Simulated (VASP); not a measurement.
ZnO (zincite):

```
CELL_PARAMETERS angstrom
3.24931 0.00000 0.00000
-1.62465 2.81398 0.00000
0.00000 0.00000 5.20571
ATOMIC_POSITIONS crystal
Zn 0.66667 0.33333 0.00000
Zn 0.33333 0.66667 0.50000
O 0.33333 0.66667 0.87901
O 0.66667 0.33333 0.37901
```

Base run:

* Program: VASP 6.6.1
* Functional: LAK
* Potentials or basis: VASP PAW PBE potentials, release 64 (Zn, O)
* Cutoff: 520 eV
* k mesh: 9 × 9 × 5
* Occupations: fermi-dirac, width 0.05 eV
* Spin: no spin polarisation

Its results: band gap on the k mesh 1.47 eV, direct; pressure 5.8 GPa; largest force 0.137 eV/Å.

Question: After a change of settings the same cell gave: band gap on the k mesh 0.68 eV, direct; pressure -0.6 GPa; largest force 0.065 eV/Å. Which change was it?
A. functional from LAK to PBEsol
B. functional from LAK to PBE; further incar settings from ALGO = Normal; EDIFF = 1e-06; NBANDS = 26 to ALGO = Normal; EDIFF = 1e-07
C. functional from LAK to r2SCAN; further incar settings from ALGO = Normal; EDIFF = 1e-06; NBANDS = 26 to ALGO = Normal; EDIFF = 1e-06

Answer: A.

LAK gives the wider gap, since meta-GGAs in the generalised Kohn-Sham scheme recover part of the derivative discontinuity.

Caveats: the PAW data sets were made with another functional, which shifts forces and pressure a little.

Not every run made on this cell is shown here.
